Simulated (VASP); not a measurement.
Input of a VASP 6.6.1 run:

POSCAR

```
TaS2
1.0
    3.3500000000      0.0000000000      0.0000000000
   -1.6750000000      2.9011851027      0.0000000000
    0.0000000000      0.0000000000      5.8600000000
Ta S
1 2
Direct
    0.0000000000      0.0000000000      0.0000000000
    0.6666666667      0.3333333333      0.7500000000
    0.3333333333      0.6666666667      0.2500000000
```

The input INCAR.step1:

```
SYSTEM = TaS2
ALGO = Normal
EDIFF = 1E-6
ENCUT = 520
GGA = PE
ISIF = 2
ISMEAR = -1
LASPH = .TRUE.
LCHARG = .TRUE.
LMAXMIX = 4
LREAL = .FALSE.
LWAVE = .FALSE.
NELM = 80
PREC = Accurate
SIGMA = 0.05
```

The input KPOINTS.step1:

```
k-points
0
G
  9 9 5
  0 0 0
```

INCAR.step2

```
SYSTEM = TaS2
ALGO = Normal
EDIFF = 1E-6
ENCUT = 520
GGA = PE
ICHARG = 11
ISIF = 2
ISMEAR = 0
LASPH = .TRUE.
LCHARG = .FALSE.
LMAXMIX = 4
LREAL = .FALSE.
LWAVE = .FALSE.
NELM = 80
PREC = Accurate
SIGMA = 0.05
```

File KPOINTS.step2:

```
path GMKGALHA,LM,KH
20
line-mode
reciprocal
 0.0000000000  0.0000000000  0.0000000000  G
 0.5000000000  0.0000000000  0.0000000000  M

 0.5000000000  0.0000000000  0.0000000000  M
 0.3333333333  0.3333333333  0.0000000000  K

 0.3333333333  0.3333333333  0.0000000000  K
 0.0000000000  0.0000000000  0.0000000000  G

 0.0000000000  0.0000000000  0.0000000000  G
 0.0000000000  0.0000000000  0.5000000000  A

 0.0000000000  0.0000000000  0.5000000000  A
 0.5000000000  0.0000000000  0.5000000000  L

 0.5000000000  0.0000000000  0.5000000000  L
 0.3333333333  0.3333333333  0.5000000000  H

 0.3333333333  0.3333333333  0.5000000000  H
 0.0000000000  0.0000000000  0.5000000000  A

 0.5000000000  0.0000000000  0.5000000000  L
 0.5000000000  0.0000000000  0.0000000000  M

 0.3333333333  0.3333333333  0.0000000000  K
 0.3333333333  0.3333333333  0.5000000000  H
```

Potentials or basis: VASP PAW PBE potentials, release 64 (Ta_pv, S).

The run is started by

```bash
$ cat potpaw_PBE.64/Ta_pv/POTCAR potpaw_PBE.64/S/POTCAR > POTCAR
$ cp INCAR.step1 INCAR
$ cp KPOINTS.step1 KPOINTS
$ mpirun -np 1 vasp_std > vasp.out
$ cp INCAR.step2 INCAR
$ cp KPOINTS.step2 KPOINTS
$ mpirun -np 1 vasp_std > vasp.out
```

(1) What does it give for the band gap along the path?

Results:

(1) none (metal or under the smearing width).

Caveat: spin-orbit coupling is left out, which moves the levels of the heavy elements.
